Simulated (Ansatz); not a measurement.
**KF**

```yaml
crystal:
  lattice:
    - [0.00000, 2.67350, 2.67350]
    - [2.67350, 0.00000, 2.67350]
    - [2.67350, 2.67350, 0.00000]
  atoms:
    - { symbol: K, position: [0.00000, 0.00000, 0.00000] }
    - { symbol: F, position: [0.50000, 0.50000, 0.50000] }
```

Atom numbers follow the list: K1, F2.

The cell is COD entry 9008652, as deposited and not checked against the literature; nothing was relaxed.

All numbers are computed: DFT, PBE, all-electron LAPW, scalar-relativistic (Ansatz 0.2.0); DFT, PBE, PAW with Ansatz's default frozen-core files, scalar-relativistic (Ansatz 0.2.0).

For LAPW: a Γ-centred 9×9×9 k mesh, Fermi–Dirac smearing of 0.01 eV, basis error target 1 meV/atom, no spin polarisation. PAW takes a cutoff of 420 eV at this cell. The Ansatz runs share mesh, smearing and spin set-up. Values come from LAPW unless marked.

```yaml
Pressure_at_this_cell: 1.32 GPa
Band_gap: 6.17 eV, direct at Γ
Löwdin_charges_with_0.07_e_of_the_cell_spilling_out_of_the_atomic_basis_so_their_sizes_and_signs_hang_on_that_basis: K1 0.85, F2 -0.78 e
Bader_charges_from_the_PAW_run: K1 +0.86, F2 -0.86 e
Volume_per_atom: 19.11 Å³
```
